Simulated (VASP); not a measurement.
InSe: equation of state with PBEsol

InSe:

```
In Se
1.0
     2.00000    1.15470    8.44000
    -2.00000    1.15470    8.44000
     0.00000   -2.30940    8.44000
In Se
2 2
Direct
  0.88860 0.88860 0.88860
  0.00000 0.00000 0.00000
  0.17190 0.17190 0.17190
  0.38350 0.38350 0.38350
```

```
Program                : VASP 6.6.1
Task                   : equation of state
Functional             : PBEsol
Potentials or basis    : VASP PAW PBE potentials, release 64 (In_d, Se)
Cutoff                 : 520 eV
k mesh                 : 8 × 8 × 8
Occupations            : fermi-dirac, width 0.05 eV
Spin                   : no spin polarisation
Ladder                 : free
Further INCAR settings : ALGO = Normal; EDIFF = 1e-07; NBANDS = 27
```

```yaml
Equilibrium_volume: 29.39 Å³/atom
Bulk_modulus_at_fixed_shape_and_positions: 50 GPa
Pressure_derivative_of_the_bulk_modulus: 4.8
```

Energy against volume, from the lowest point:
| volume (Å³/atom) | energy (meV/atom) |
| --- | --- |
| 27.483 | 21.95 |
| 28.068 | 10.08 |
| 28.652 | 2.93 |
| 29.237 | 0.00 |
| 29.822 | 0.83 |
| 30.406 | 5.02 |
| 30.991 | 12.19 |

All runs of the series together: 65 min on 1 thread of Intel(R) Xeon(R) 6975P-C (Granite Rapids) (shared host).

Caveat: the cell was scaled at fixed shape and fractional positions, which overstates the stiffness of a crystal with free parameters, most of all of layers and chains; the PAW data sets were made with another functional, which shifts forces and pressure a little.
